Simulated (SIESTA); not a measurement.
**Pt under changes of volume**

One of the cells (15.080 Å³/atom); the others are scaled copies at fixed shape and fractional positions:

```
CELL_PARAMETERS angstrom
0.00000 1.96090 1.96090
1.96090 0.00000 1.96090
1.96090 1.96090 0.00000
ATOMIC_POSITIONS crystal
Pt 0.00000 0.00000 0.00000
```

```yaml
Program: SIESTA 5.4.2
Functional: PBE
Potentials_or_basis: SG15 1.2 (PBE files) or PseudoDojo by element
Basis: DZP (energy shift 0.002 Ry)
Grid_cutoff: 800 Ry
Energy_shift: 0.002 Ry
k_mesh: 12 × 12 × 12
Occupations: fermi-dirac, width 0.05 eV
Spin: no spin polarisation
```

```csv
volume (Å³/atom),energy over the lowest point (meV/atom),pressure (GPa)
14.175,154.77,35.3
14.477,96.54,26.7
14.778,?,?
15.080,24.48,12.4
15.381,6.91,6.5
15.683,0.00,1.2
15.985,2.07,-3.2
```

Question: What does the run at 14.778 Å³/atom give?

Answer: Energy over the lowest point 53.69 meV/atom; pressure 18.9 GPa.

Worked out: A Birch-Murnaghan fit of order 3 (a polynomial in V^(-2/3)) to the other rows has its minimum at 15.76 Å³/atom with B0 = V·E''(V) = 246 GPa and B' = 5.7. It gives 53.81 meV/atom at 14.778 Å³/atom, against the run's 53.69, and -dE/dV = 19.0 GPa, against 18.9.

Energies are extrapolated to zero smearing.

Caveats: semicore shells carry a single zeta, which can move pressures by several GPa and volumes by a few percent; the basis of atomic orbitals isn't converged, which shifts pressures, moduli and gaps.
